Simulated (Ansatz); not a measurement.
Reactions of FH5OSi2, SMILES `F[SiH2]O[SiH3]`.

Isolated molecules relaxed with PBE0-D4/def2-TZVP in Ansatz; ΔE leaves out vibrations. CCSD(T)/CBS adds triple-zeta CCSD(T) − MP2 to the extrapolated MP2 energy (def2 sets, frozen cores). This one scheme is used for every species. Double bonds are as drawn, so ΔE can hold a change between cis and trans. One conformer a species, not always the lowest.

Problem. Order these by ΔE at CCSD(T)/CBS, lowest first. (Estimate.)
A. `F[SiH2]O[SiH3]` → `O[SiH3]` + `F[SiH]`
B. `F[SiH2]O[SiH3]` + `NC(O)O` → `NC(O)O[SiH3]` + `O[SiH2]F`
C. `F[SiH2]O[SiH3]` + `O/C=C\F` → `O/C(=C\F)[SiH2]F` + `O[SiH3]`
D. `F[SiH2]O[SiH3]` + `CCCS` → `F[SiH2]CS` + `CCO[SiH3]`
E. `F[SiH2]O[SiH3]` + `C=CCS(C)(=O)=O` → `C=C[SiH](F)O[SiH3]` + `CS(C)(=O)=O`
F. `F[SiH2]O[SiH3]` + `[SiH3]C#CS` → `[SiH3]C#CS[SiH3]` + `O[SiH2]F`
G. `F[SiH2]O[SiH3]` + H₂S → `[SiH3]O[SiH2]S` + H–F

Solution. E (-36.5 kJ/mol), B (+20.7 kJ/mol), F (+41.7 kJ/mol), G (+83.8 kJ/mol), C (+127.8 kJ/mol), D (+175.7 kJ/mol), A (+334.8 kJ/mol).

Largest T1 diagnostic: 0.015, for `F[SiH]`.
